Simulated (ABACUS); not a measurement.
**Sr under changes of volume**

One of the cells (56.319 Å³/atom); the others are scaled copies at fixed shape and fractional positions:

```
CELL_PARAMETERS angstrom
0.00000 3.04235 3.04235
3.04235 0.00000 3.04235
3.04235 3.04235 0.00000
ATOMIC_POSITIONS crystal
Sr 0.00000 0.00000 0.00000
```

| Quantity | Value |
| --- | --- |
| Program | ABACUS 3.10.1 |
| Functional | PBE |
| Potentials or basis | PseudoDojo NC SR 0.4.1 PBE standard |
| Cutoff | 1361 eV |
| Density cutoff | 5442 eV |
| Basis | DZP LCAO (the cutoffs set its grid) |
| k mesh | 8 × 8 × 8 |
| Occupations | fermi-dirac, width 0.05 eV |
| Spin | no spin polarisation |

| volume (Å³/atom) | energy over the lowest point (meV/atom) | pressure (GPa) |
| --- | --- | --- |
| 52.940 | 0.64 | 0.3 |
| 54.067 | 0.00 | 0.0 |
| 55.193 | 1.43 | -0.3 |
| 56.319 | ? | ? |
| 57.446 | 9.98 | -0.8 |
| 58.572 | 16.87 | -1.1 |
| 59.698 | 25.36 | -1.3 |

Question: What does the run at 56.319 Å³/atom give?

Answer: Energy over the lowest point 4.82 meV/atom; pressure -0.6 GPa.

Worked out: A Birch-Murnaghan fit of order 3 (a polynomial in V^(-2/3)) to the other rows has its minimum at 53.84 Å³/atom with B0 = V·E''(V) = 14.2 GPa (rough, since the energies scatter). It gives 4.79 meV/atom at 56.319 Å³/atom, against the run's 4.82, and -dE/dV = -0.6 GPa, against -0.6.

Energies are extrapolated to zero smearing.

Caveats: the atomic orbitals were generated for these runs and aren't a published set; the basis of atomic orbitals isn't converged, which shifts pressures, moduli and gaps.
